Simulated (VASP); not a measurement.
Here is a VASP 6.6.1 calculation.

INCAR

```
SYSTEM = InAs
PREC     = Accurate       ! precision mode
ENCUT    = 520            ! plane-wave cutoff, eV
EDIFF    = 1E-6           ! SCF threshold, eV
ISMEAR   = 0              ! smearing method
SIGMA    = 0.1            ! smearing width, eV
LREAL    = .False.        ! projectors in reciprocal space
LASPH    = .True.         ! aspherical terms in the spheres
NELM     = 80             ! most SCF steps
ALGO     = Normal         ! electronic algorithm
ISIF     = 2              ! what is computed and relaxed
LWAVE    = .False.        ! write WAVECAR
LCHARG   = .False.        ! write CHGCAR
GGA      = PE             ! functional
IVDW     = 12             ! dispersion correction
NBANDS   = 16             ! bands
```

Contents of KPOINTS:

```
Automatic mesh
0
Gamma
  12 12 12
  0 0 0
```

The input POSCAR:

```
InAs
1.0
    0.0000000000      3.0561654782      3.0561654782
    3.0561654782      0.0000000000      3.0561654782
    3.0561654782      3.0561654782      0.0000000000
In As
1 1
Direct
    0.0000000000      0.0000000000      0.0000000000
    0.7500000000      0.7500000000      0.7500000000
```

Potentials or basis: VASP PAW PBE potentials, release 64 (In_d, As).

Launch:

```sh
$ cat potpaw_PBE.64/In_d/POTCAR potpaw_PBE.64/As/POTCAR > POTCAR
$ mpirun -np 1 vasp_std > vasp.out
```

**Question.** What does it give for the pressure?

**Answer.** 0.0 GPa.

**Question.** What does it give for the dispersion energy per atom?

**Answer.** -0.312 eV.

**Question.** Predict the band gap on the k mesh.

**Answer.** Zero (filled and empty bands touch).

Caveat: spin-orbit coupling is left out, which moves the levels of the heavy elements; pairwise dispersion overbinds metals, which lowers pressure and volume.

**Measured values to compare with.**

A printed reference work, data compilation reports, for a bulk crystal of InAs at 4.2 K: band gap 0.418 eV (direct).

Measured gap of InAs: 0.418 eV (direct; 4.2 K; a printed reference work, data compilation). This calculation gives 0.00 eV (-0.42 eV). Spin-orbit coupling on As, In is left out. The value is that of PBE+D3(BJ) on a finite k mesh, which can miss the band edges, without temperature or zero-point motion. Semilocal functionals fall short of measured gaps as a rule.
